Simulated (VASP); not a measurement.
# Ag2O (Pn-3m) in VASP: further runs

The runs below take Ag2O through band structure, with PBE, LDA.

Program: VASP 6.6.1. These are calculated values, not measurements. Logs are shortened: lines on timing, memory, paths and dates and some standing lists are left out, and cuts for length are marked.

**1. The crystal as given**

The structure is cubic, space group Pn-3m (No. 224). The conventional cell has a = 4.702 Å, b = 4.702 Å, c = 4.702 Å, α = 90.00°, β = 90.00°, γ = 90.00°. Around Ag (site symmetry -3m) lie 2 O at 2.04 Å. Around O (site symmetry -43m) lie 4 Ag at 2.04 Å.

**2. Band structure, PBE**

INCAR

```
  PREC = Accurate
  ENCUT = 520
  EDIFF = 1E-6
  ISMEAR = 1
  SIGMA = 0.1
  LREAL = F
  LASPH = T
  NELM = 80
  ALGO = Normal
  ISIF = 2
  LWAVE = F
  LCHARG = F
  LMAXMIX = 4
  GGA = PE
  KPAR = 4
```

KPOINTS

```
regular mesh
0
Gamma
  8 8 8
```

POSCAR

```
Ag2O                                    
1.0
    4.7022019202      0.0000000000      0.0000000000
    0.0000000000      4.7022019202      0.0000000000
    0.0000000000      0.0000000000      4.7022019202
  Ag              O             
     4     2
Direct
     0.2500000000000000    0.2500000000000000    0.2500000000000000
     0.2500000000000000    0.7500000000000000    0.7500000000000000
     0.7500000000000000    0.7500000000000000    0.2500000000000000
     0.7500000000000000    0.2500000000000000    0.7500000000000000
     0.0000000000000000    0.0000000000000000    0.0000000000000000
     0.5000000000000000    0.5000000000000000    0.5000000000000000
```

KPOINTS_OPT

```
explicit points
158
Reciprocal
 0.0000000000  0.0000000000  0.0000000000 1
 0.0000000000  0.0357142857  0.0000000000 1
 0.0000000000  0.0714285714  0.0000000000 1
 0.0000000000  0.1071428571  0.0000000000 1
 0.0000000000  0.1428571429  0.0000000000 1
 0.0000000000  0.1785714286  0.0000000000 1
[... 150 lines left out ...]
 0.0185836500  0.4814163500  0.0000000000 1
-0.0185836500  0.5185836500  0.0000000000 1
```

Potentials or basis: VASP PAW PBE potentials, release 64 (Ag, O).

Started as:

```sh
$ cat potpaw_PBE.64/Ag/POTCAR potpaw_PBE.64/O/POTCAR > POTCAR
$ mpirun -np 4 vasp_std > vasp.out
```

OUTCAR:

```text
PREC = Accurate
   ENCUT = 520
   EDIFF = 1E-6
   ISMEAR = 1
   LREAL = F
   LASPH = T
   NELM = 80
   ISIF = 2
   GGA = PE

 ion  position               nearest neighbor table
   1  0.250  0.250  0.250-   5 2.04   6 2.04   4 3.32   2 3.32   3 3.32   2 3.32   4 3.32   2 3.32
                             3 3.32   2 3.32   3 3.32   4 3.32   4 3.32   3 3.32
   2  0.250  0.750  0.750-   5 2.04   6 2.04   4 3.32   1 3.32   3 3.32   1 3.32   3 3.32   1 3.32
                             4 3.32   1 3.32   3 3.32   4 3.32   3 3.32   4 3.32
   3  0.750  0.750  0.250-   5 2.04   6 2.04   4 3.32   1 3.32   2 3.32   2 3.32   4 3.32   1 3.32
                             4 3.32   4 3.32   1 3.32   2 3.32   2 3.32   1 3.32
   4  0.750  0.250  0.750-   5 2.04   6 2.04   3 3.32   1 3.32   2 3.32   1 3.32   3 3.32   2 3.32
                             3 3.32   3 3.32   1 3.32   2 3.32   1 3.32   2 3.32
   5  0.000  0.000  0.000-   1 2.04   2 2.04   3 2.04   4 2.04
   6  0.500  0.500  0.500-   1 2.04   2 2.04   3 2.04   4 2.04

  LATTYP: Found a simple cubic cell.
 ALAT       =     4.7022019202

  Lattice vectors:

 A1 = (   4.7022019202,   0.0000000000,   0.0000000000)
 A2 = (   0.0000000000,   4.7022019202,   0.0000000000)
 A3 = (   0.0000000000,   0.0000000000,   4.7022019202)

Analysis of symmetry for initial positions (statically):
=====================================================================
 Subroutine PRICEL returns:
 Original cell was already a primitive cell.

 Routine SETGRP: Setting up the symmetry group for a
 simple cubic supercell.

 Subroutine GETGRP returns: Found 48 space group operations
 (whereof 24 operations were pure point group operations)
 out of a pool of 48 trial point group operations.

The static configuration has the point symmetry T_d .
 The point group associated with its full space group is O_h .

Analysis of symmetry for dynamics (positions and initial velocities):
=====================================================================
 Subroutine PRICEL returns:
 Original cell was already a primitive cell.

 Routine SETGRP: Setting up the symmetry group for a
 simple cubic supercell.

 Subroutine GETGRP returns: Found 48 space group operations
 (whereof 24 operations were pure point group operations)
 out of a pool of 48 trial point group operations.

The dynamic configuration has the point symmetry T_d .
 The point group associated with its full space group is O_h .

 Subroutine INISYM returns: Found 48 space group operations
 (whereof 24 operations are pure point group operations),
 and found     1 'primitive' translations

----------------------------------------------------------------------------------------

                                     Primitive cell

  volume of cell :     103.9690

  direct lattice vectors                    reciprocal lattice vectors
     4.702201920  0.000000000  0.000000000     0.212666325  0.000000000  0.000000000
     0.000000000  4.702201920  0.000000000     0.000000000  0.212666325  0.000000000
     0.000000000  0.000000000  4.702201920     0.000000000  0.000000000  0.212666325

  length of vectors
     4.702201920  4.702201920  4.702201920     0.212666325  0.212666325  0.212666325

  position of ions in fractional coordinates (direct lattice)
     0.250000000  0.250000000  0.250000000
     0.250000000  0.750000000  0.750000000
     0.750000000  0.750000000  0.250000000
     0.750000000  0.250000000  0.750000000
     0.000000000  0.000000000  0.000000000
     0.500000000  0.500000000  0.500000000

  ion indices of the primitive-cell ions
   primitive index   ion index
                 1           1
                 2           2
                 3           3
                 4           4
                 5           5
                 6           6

----------------------------------------------------------------------------------------

 KPOINTS: regular mesh

Automatic generation of k-mesh.
 Grid dimensions read from file:
 generate k-points for:    8    8    8

 Generating k-lattice:

  Cartesian coordinates                     Fractional coordinates (reciprocal lattice)
     0.026583291  0.000000000  0.000000000     0.125000000  0.000000000  0.000000000
     0.000000000  0.026583291  0.000000000     0.000000000  0.125000000  0.000000000
     0.000000000  0.000000000  0.026583291     0.000000000  0.000000000  0.125000000

  Length of vectors
     0.026583291  0.026583291  0.026583291

  Shift w.r.t. Gamma in fractional coordinates (k-lattice)
     0.000000000  0.000000000  0.000000000

 Subroutine IBZKPT returns following result:
 ===========================================

 Found     35 irreducible k-points:

 Following reciprocal coordinates:
            Coordinates               Weight
  0.000000  0.000000  0.000000      1.000000
  0.125000  0.000000  0.000000      6.000000
  0.250000  0.000000  0.000000      6.000000
  0.375000  0.000000  0.000000      6.000000
  0.500000  0.000000  0.000000      3.000000
  0.125000  0.125000  0.000000     12.000000
[... 16 lines left out ...]
  0.375000  0.375000  0.125000     24.000000
  0.500000  0.375000  0.125000     24.000000
 [... further k-points ...]
   k-points           NKPTS =     35   k-points in BZ     NKDIM =     35   number of bands    NBANDS=     33
   number of dos      NEDOS =    301   number of ions     NIONS =      6
   total plane-waves  NPLWV =  46656
   dimension x,y,z NGX =    36 NGY =   36 NGZ =   36
   dimension x,y,z NGXF=    72 NGYF=   72 NGZF=   72
   ions per type =               4   2
   NGX,Y,Z   is equivalent  to a cutoff of  12.73, 12.73, 12.73 a.u.
   NGXF,Y,Z  is equivalent  to a cutoff of  25.46, 25.46, 25.46 a.u.
 SYSTEM =  unknown system
   PREC   = accura    normal or accurate (medium, high low for compatibility)
   ISTART =      0    job   : 0-new  1-cont  2-samecut
   ICHARG =      2    charge: 1-file 2-atom 10-const
   ISPIN  =      1    spin polarized calculation?
   LNONCOLLINEAR =      F non collinear calculations
   LSORBIT =      F    spin-orbit coupling
   LASPH  =      T    aspherical Exc in radial PAW
   ENCUT  =  520.0 eV  38.22 Ry    6.18 a.u.   8.74  8.74  8.74*2*pi/ulx,y,z
   NELM   =     80;   NELMIN=  2; NELMDL= -5     # of ELM steps
   EDIFF  = 0.1E-05   stopping-criterion for ELM
   LREAL  =      F    real-space projection
   EDIFFG = 0.1E-04   stopping-criterion for IOM
   NSW    =      0    number of steps for IOM
   IBRION =     -1    ionic relax: 0-MD 1-quasi-New 2-CG
   NFREE  =      0    steps in history (QN), initial steepest desc. (CG)
   ISIF   =      2    stress and relaxation
   ISYM   =      2    0-nonsym 1-usesym 2-fastsym
   POTIM  = 0.5000    time-step for ionic-motion
   TEBEG  =    0.0;   TEEND  =   0.0 temperature during run
   PSTRESS=    0.0 pullay stress
   NELECT =      56.0000    total number of electrons
   NUPDOWN=      -1.0000    fix difference up-down
   EMIN   =  10.00;   EMAX   =-10.00  energy-range for DOS
   EFERMI =   0.00;   METHOD = LEGACY
   ISMEAR =     1;   SIGMA  =   0.10  broadening in eV -4-tet -1-fermi 0-gaus
   EFERMI_NEDOS =   21; number of points for ismear=-14 and -15
   IALGO  =     38    algorithm
   IMIX   =      4    mixing-type and parameters
     AMIX     =   0.40;   BMIX     =  1.00
     AMIX_MAG =   1.60;   BMIX_MAG =  1.00
  volume/ion in A,a.u.               =      17.33       116.94
  Fermi-wavevector in a.u.,A,eV,Ry     =   1.331996  2.517107 24.139636  1.774213
  Thomas-Fermi vector in A             =   2.460964
   LORBIT       =      0    0 simple, 1 ext, 2 COOP (PROOUT), +10 PAW based schemes
   GGA     = PE    functional components
   LHFCALC =     F    Hartree Fock is set to
   AEXX    =    0.0000 exact exchange contribution
   IVDW    =     0    specifies the selected vdW correction
   LEPSILON=     F    determine dielectric tensor
   LRPA    =     F    only Hartree local field effects (RPA)
 non-spin polarized calculation
 Methfessel and Paxton  Order N= 1 SIGMA  =   0.10
  energy-cutoff  :      520.00
  volume of cell :      103.97
 maximum number of plane-waves:      2829
 NGX is ok and might be reduce to    36
   NGX = 17   NGY = 17   NGZ = 17

 number of electron      56.0000046 magnetization

 Free energy of the ion-electron system (eV)
  ---------------------------------------------------
  ext. energy  EPLUGINS =         0.00000000
  ---------------------------------------------------
  free energy    TOTEN  =       -21.33409160 eV

  energy without entropy =      -21.33446448  energy(sigma->0) =      -21.33421590

 E-fermi :   4.8707     XC(G=0): -10.5970

 val. band max:        4.8394265168   @ k =   0.0000   0.0000   0.0000
 cond. band min:       4.8911521892   @ k =   0.0000   0.0000   0.0000
 fundamental gap:      0.0517256725
 Fermi energy:         4.8707076924

 k-point     1 :       0.0000    0.0000    0.0000
  band No.  band energies     occupation
      1     -14.1779      2.00000
      2     -13.4636      2.00000
      3      -2.1627      2.00000
      4      -2.1627      2.00000
      5      -2.1627      2.00000
      6       0.1029      2.00000
[... 25 lines left out ...]
     32      12.1898      0.00000
     33      12.1898      0.00000

 k-point     2 :       0.1250    0.0000    0.0000
  band No.  band energies     occupation
      1     -14.1522      2.00000
      2     -13.4927      2.00000
      3      -2.1089      2.00000
      4      -2.1089      2.00000
      5      -2.0871      2.00000
      6       0.1721      2.00000
[... 25 lines left out ...]
     32      11.7759      0.00000
     33      12.1388      0.00000
[... 754 lines left out ...]
     32       9.0001      0.00000
     33      10.5290      0.00000

 k-point    24 :       0.5000    0.3750    0.1250
  band No.  band energies     occupation
      1     -13.9336      2.00000
      2     -13.7142      2.00000
      3      -1.8264      2.00000
      4      -1.8203      2.00000
      5      -1.3918      2.00000
      6      -0.6579      2.00000
[... 25 lines left out ...]
     32       8.7289      0.00000
     33      10.8022      0.00000

 [... further k-points ...]

------------------------ aborting loop because EDIFF is reached ----------------------------------------

  FORCE on cell =-STRESS in cart. coord.  units (eV):
  Direction    XX          YY          ZZ          XY          YZ          ZX
  --------------------------------------------------------------------------------------
  -------------------------------------------------------------------------------------
  Total        3.7016341      3.7016341      3.7016341     -0.0000000     -0.0000000      0.0000000
  in kB       57.0427231     57.0427231     57.0427231     -0.0000000     -0.0000000      0.0000000
  external PRESSURE =      57.0427231 kB  Pullay stress =       0.0000000 kB

 VOLUME and BASIS-vectors are now :
 -----------------------------------------------------------------------------
  energy-cutoff  :      520.00
  volume of cell :      103.97
      direct lattice vectors                 reciprocal lattice vectors
     4.702201920  0.000000000  0.000000000     0.212666325  0.000000000  0.000000000
     0.000000000  4.702201920  0.000000000     0.000000000  0.212666325  0.000000000
     0.000000000  0.000000000  4.702201920     0.000000000  0.000000000  0.212666325

 POSITION                                       TOTAL-FORCE (eV/Angst)
 -----------------------------------------------------------------------------------
      1.17555      1.17555      1.17555         0.000000     -0.000000      0.000000
      1.17555      3.52665      3.52665        -0.000000      0.000000      0.000000
      3.52665      3.52665      1.17555        -0.000000      0.000000      0.000000
      3.52665      1.17555      3.52665        -0.000000      0.000000     -0.000000
      0.00000      0.00000      0.00000         0.000000      0.000000      0.000000
      2.35110      2.35110      2.35110        -0.000000      0.000000      0.000000
 -----------------------------------------------------------------------------------
    total drift:                                0.000000      0.000000      0.000000

  FREE ENERGIE OF THE ION-ELECTRON SYSTEM (eV)
  ---------------------------------------------------
  free  energy   TOTEN  =       -21.3340916036 eV

  energy  without entropy=      -21.3344644812  energy(sigma->0) =      -21.33421590
```

Run time: 52 s. Hardware: 4 MPI ranks of Intel Xeon 6975P-C (Granite Rapids), shared host; peak memory 0.31 GiB.

Results:

| Property | Result |
| --- | --- |
| Free energy | -21.3341 eV |
| Pressure | 5.7 GPa |
| Band gap on the k mesh | 0.05 eV, direct |
| Band gap along the path | 0.05 eV, direct |

Levels at the corners of the path, in eV from the valence-band top:
```csv
point,band 26,band 27,band 28,band 29,band 30,band 31
Γ,0.00,0.00,0.00,0.05,1.98,1.98
X,-1.65,-0.48,-0.48,2.11,2.11,4.74
X,-1.65,-0.48,-0.48,2.11,2.11,4.74
M,-1.67,-0.84,-0.84,2.10,2.10,3.76
M,-1.67,-0.84,-0.84,2.10,2.10,3.76
Γ,0.00,0.00,0.00,0.05,1.98,1.98
Γ,0.00,0.00,0.00,0.05,1.98,1.98
R,-0.71,-0.71,-0.71,2.53,2.53,2.53
R,-0.71,-0.71,-0.71,2.53,2.53,2.53
X,-1.65,-0.48,-0.48,2.11,2.11,4.74
M,-1.67,-0.84,-0.84,2.10,2.10,3.76
R,-0.71,-0.71,-0.71,2.53,2.53,2.53
```

**3. Band structure, LDA**

INCAR: that of step 2 with these lines changed.

```diff
@@ -13,3 +13,2 @@
   LMAXMIX = 4
-  GGA = PE
   KPAR = 4
```

KPOINTS is that of step 2.

POSCAR is that of step 2.

KPOINTS_OPT is that of step 2.

Potentials or basis: VASP PAW LDA potentials, release 64 (Ag, O).

Started as:

```sh
$ cat potpaw_LDA.64/Ag/POTCAR potpaw_LDA.64/O/POTCAR > POTCAR
$ mpirun -np 4 vasp_std > vasp.out
```

Run time: 49 s. Hardware: 4 MPI ranks of Intel Xeon 6975P-C (Granite Rapids), shared host; peak memory 0.28 GiB.

The run converged. Its results:

* Free energy: -26.6335 eV
* Pressure: -3.8 GPa
* Band gap on the k mesh: 0.04 eV, direct
* Band gap along the path: 0.04 eV, direct

Levels at the corners of the path, in eV from the valence-band top:
| point | band 25 | band 26 | band 27 | band 28 | band 29 | band 30 | band 31 | band 32 |
| --- | --- | --- | --- | --- | --- | --- | --- | --- |
| Γ | -2.64 | 0.00 | 0.00 | 0.00 | 0.04 | 1.86 | 1.86 | 7.22 |
| X | -1.66 | -1.66 | -0.50 | -0.50 | 2.06 | 2.06 | 4.64 | 4.64 |
| X | -1.66 | -1.66 | -0.50 | -0.50 | 2.06 | 2.06 | 4.64 | 4.64 |
| M | -1.68 | -1.68 | -0.85 | -0.85 | 2.02 | 2.02 | 3.69 | 3.69 |
| M | -1.68 | -1.68 | -0.85 | -0.85 | 2.02 | 2.02 | 3.69 | 3.69 |
| Γ | -2.64 | 0.00 | 0.00 | 0.00 | 0.04 | 1.86 | 1.86 | 7.22 |
| Γ | -2.64 | 0.00 | 0.00 | 0.00 | 0.04 | 1.86 | 1.86 | 7.22 |
| R | -1.74 | -0.71 | -0.71 | -0.71 | 2.42 | 2.42 | 2.42 | 4.83 |
| R | -1.74 | -0.71 | -0.71 | -0.71 | 2.42 | 2.42 | 2.42 | 4.83 |
| X | -1.66 | -1.66 | -0.50 | -0.50 | 2.06 | 2.06 | 4.64 | 4.64 |
| M | -1.68 | -1.68 | -0.85 | -0.85 | 2.02 | 2.02 | 3.69 | 3.69 |
| R | -1.74 | -0.71 | -0.71 | -0.71 | 2.42 | 2.42 | 2.42 | 4.83 |
